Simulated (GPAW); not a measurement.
The system is NiO2.

```
CELL_PARAMETERS angstrom
2.79878 0.00000 0.00000
-1.39939 2.42382 0.00000
0.00000 0.00000 4.61827
ATOMIC_POSITIONS crystal
Ni 0.00000 0.00000 0.50000
O 0.33333 0.66667 0.29396
O 0.66667 0.33333 0.70604
```

The cell comes from a database or a generator and needn't be the stable form of this composition.

Base run:

```yaml
Program: GPAW 26.7.0
Functional: PBEsol
Potentials_or_basis: PAW data sets generated in the run's folder for this functional
Cutoff: 800 eV
Basis: pw
k_mesh: 7 × 7 × 4
Occupations: fermi-dirac, width 0.05 eV
Spin: collinear spin, ferromagnetic start
Starting_moments: "[1.0, 0.0, 0.0] μB"
```

Its results: band gap on the k mesh 0.93 eV, indirect (least direct gap 1.23 eV); pressure -0.9 GPa; net moment 0.00 μB per cell; largest force 0.196 eV/Å.

Task: The run is repeated on the same cell with these changes: functional from PBEsol to LDA; potentials or basis from PAW data sets generated in the run's folder for this functional to the program's PAW data sets (release 1.2.1) made for this functional. What comes out?

Result: Band gap on the k mesh 0.86 eV, indirect (least direct gap 1.17 eV); pressure -9.4 GPa; net moment 0.00 μB per cell; largest force 0.734 eV/Å.

Caveats: the stock nickel data set gives pressures a few GPa off other programs; the run has no moments, though such compounds are often magnetic; a magnetic state may lie lower.

A k mesh can miss the band edges.

Not every run made on this cell is shown here.
